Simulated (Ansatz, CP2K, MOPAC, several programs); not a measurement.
Energy against volume for KF built on the CsCl prototype, at fixed shape and fractional coordinates, computed by several methods (PBE and r2SCAN, where shown, with plane waves in Ansatz); the cell shown is that of r2SCAN. It is cubic, Pm-3m (No. 221); conventional cell a = 3.179 Å, 16.06 Å³ an atom. K is surrounded by 8 F at 2.75 Å; F is surrounded by 8 K at 2.75 Å. All values are calculated for a non-magnetic cell, which may be hypothetical. Energies count from each curve's lowest point; fits are third-order Birch-Murnaghan.

```
K F
1.0
     3.17887    0.00000    0.00000
     0.00000    3.17887    0.00000
     0.00000    0.00000    3.17887
K F
1 1
Direct
  0.00000 0.00000 0.00000
  0.50000 0.50000 0.50000
```

**Question.** PBE, on the shape of its own relaxed cell, gives
```csv
V (Å³/atom),E (meV/atom)
16.264,7.32
16.783,1.65
17.303,0.00
17.822,1.58
18.341,5.65
```
What equilibrium volume and bulk modulus follow?

**Answer.** V₀ = 17.29 Å³ an atom and B₀ = 33 GPa.

PBE/DZVP (CP2K), on the shape of the cell shown:
```csv
V (Å³/atom),E (meV/atom)
14.134,92.10
15.098,39.43
16.062,10.99
17.025,0.00
17.989,1.66
```
V₀ = 17.35 Å³ an atom and B₀ = 34 GPa.

PM7 (MOPAC), on the shape of the cell shown, as a cluster of 54 atoms at the zone centre:
```tsv
V (Å³/atom)	E (meV/atom)
14.134	35.91
15.098	0.00
16.062	2.01
17.025	35.47
17.989	84.29
```
The points scatter about a smooth fit, so no fit is quoted.

light PBE (260 eV, its own mesh), on the shape of the cell shown:
```tsv
V (Å³/atom)	E (meV/atom)
14.777	94.17
15.419	45.54
16.062	40.55
16.704	35.98
17.347	0.00
17.989	21.52
```
The points scatter about a smooth fit, as a low cutoff and a light mesh can make them, so no fit is quoted.

PBE/SZV (CP2K), on the shape of the cell shown:

| V (Å³/atom) | E (meV/atom) |
| --- | --- |
| 14.134 | 272.19 |
| 15.098 | 157.83 |
| 16.062 | 80.33 |
| 17.025 | 30.03 |
| 17.989 | 0.00 |

The lowest point is an end point, so the minimum isn't bracketed.
